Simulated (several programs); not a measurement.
## MoS2 (3R-MoS2 type) from semi-empirical methods to plane-wave DFT

MoS2, 3R-MoS2 type, relaxed with r2SCAN+rVV10 in Ansatz, was computed with several methods. Space group R3m (No. 160), trigonal; a = 3.175 Å, c = 18.582 Å in the conventional setting, 18.03 Å³ an atom. Around Mo lie 6 S at 2.40 Å; around S lie 3 Mo at 2.40 Å. Calculated for a static, non-magnetic cell.

```xyz
3
Lattice="1.5876 0.9166 6.1939 -1.5876 0.9166 6.1939 0.0000 -1.8332 6.1939" Properties=species:S:1:pos:R:3 pbc="T T T"
Mo    0.0000    0.0000   -0.0003
S     0.0000    0.0000    7.7486
S     0.0000    0.0000    4.6395
```

Gaps and times are for a single point on this cell; volume and bulk modulus come from each method's own relaxation or energy curve at fixed shape, which is too stiff where a cell has free coordinates or axes. Times are rough, from shared hosts (Arm Neoverse V2; NVIDIA H100 80GB HBM3), and each method has its own mesh and cell size. A double dagger marks a value from a curve with shape and coordinates held. PM7 (MOPAC), GFN1-xTB (tblite), GFN2-xTB (tblite) treat a cluster of cells at its zone centre, which samples few k points: where these miss a band edge, the gap comes out too large for that reason alone. Gaps from k meshes are read at a limited set of points (mesh, symmetry points, PBE's band edges), so each method's own least gap may be somewhat smaller. Force fields have no electrons; where one was fitted to this phase, its volume and modulus reflect the fit. xTB and the PM methods were fitted mostly to molecules, and can miss a solid's gap by electronvolts. Minimal bases can be far off for gaps. Times of the plane-wave ladder aren't listed, since it ran on unlike processors and cards. Curves at held shape can't give the bulk modulus of a layered or molecular crystal, so none is listed. GLLB-SC's gap includes the derivative discontinuity. G0W0 is at finite bands, cutoff and mesh. d marks a direct gap, i an indirect one (no mark: not told apart), a dash a value that wasn't computed or didn't pass its checks.

```csv
method,kind,gap (eV),own volume (Å³/atom),bulk modulus (GPa),atoms computed,processor time
MoS.rebomos (LAMMPS),force field,–,–,–,3,0.13 s
light PBE (260 eV and a coarse mesh),light plane-wave,0.92 i,–,–,3,1.2 s
GFN1-xTB (tblite),tight binding,1.59,19.22‡,–,cluster,6.1 s
GFN2-xTB (tblite),tight binding,1.74,18.36‡,–,cluster,8.8 s
PBE,semilocal,0.94 i,–,–,3,–
PBE/single zeta (GPAW),small basis,0.92 i,–,–,3,20 s
r2SCAN,semilocal,1.03 i,–,–,3,–
PBE/SZV (CP2K),small basis,0.51 i,18.71‡,–,3,30 s
G0W0@r2SCAN (180 eV screening cutoff),many-body,1.39,–,–,3,–
PBE/DZVP (CP2K),small basis,0.96 i,18.31‡,–,3,83 s
GLLB-SC (GPAW),model potential,1.39,–,–,3,86 s
PM7 (MOPAC),semi-empirical,3.80,–,–,cluster,120 s
G0W0@PBE (260 eV screening cutoff),many-body,1.32,–,–,3,–
```

Against r2SCAN (1.03 eV) and with closed or daggered gaps left aside, the nearest gap at the points sampled is that of PBE/DZVP (CP2K) (-0.07 eV) and the farthest that of PM7 (MOPAC) (+2.77 eV). r2SCAN is only a yardstick of convenience: semilocal gaps usually lie below measured ones, which GLLB-SC and hybrids aim to mend.

Runs without a result: MoS.rebomos (LAMMPS) (relaxation), non-self-consistent DFTB (CP2K) (single point).

Spin-orbit coupling is left out.
